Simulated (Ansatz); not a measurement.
Runs of Ansatz 0.2.0 on HgTe (Coloradoite). Symmetry: F-43m, No. 216, cubic system. Conventional cell: a = 6.429 Å, b = 6.429 Å, c = 6.429 Å, α = 90.00°, β = 90.00°, γ = 90.00°. Around Hg (site symmetry -43m) lie 4 Te at 2.78 Å. Around Te (site symmetry -43m) lie 4 Hg at 2.78 Å. 

| task | level | cutoff (eV) | share of exact exchange | points for each segment of the path | gap on the mesh (eV) | pressure (GPa) |
| --- | --- | --- | --- | --- | --- | --- |
| single point | r2SCAN0 | 500 | 0.25 | - | (d) | 2.3 |
| single point | PBE0 | 420 | - | - | (c) | (a) |
| band structure | revPBE | 420 | - | 14 | none | (b) |
| single point | r2SCAN0 form with a typed share of exact exchange | 500 | 0.5 | - | 2.25 | 1.4 |
| single point | r2SCAN0 form with a typed share of exact exchange | 500 | 0.1 | - | none | 3.2 |
| band structure | HSE06 | 420 | - | 4 | none | 3.4 |
| band structure | BLYP | 420 | - | 14 | none | 8.3 |
| single point | r2SCAN0 form with a typed share of exact exchange | 500 | 0 | - | none | 3.6 |

Alike in all rows: potentials or basis Ansatz PAW; no spin polarisation; cell as given; k mesh 4 × 4 × 4; smearing fermi-dirac 0.05 eV; the mesh is coarse, so values aren't converged.

Task: Fill in the values left out.

Result: (a) 3.1; (b) 6.3; (c) 0.72; (d) 0.89.

Caveats: all runs use coarse meshes; the PAW data sets come from PBE, with cores solved anew for the run's functional, which leaves a small shift of forces and pressure; spin-orbit coupling is left out, which moves the levels of the heavy elements (some runs); the thresholds are loose for stress (some runs).

A k mesh can miss the band edges, and the runs leave out spin-orbit coupling on Hg, Te.

A gap of «none» marks a metal or a gap under the smearing width.

Runs at the PBE level aren't shown here.
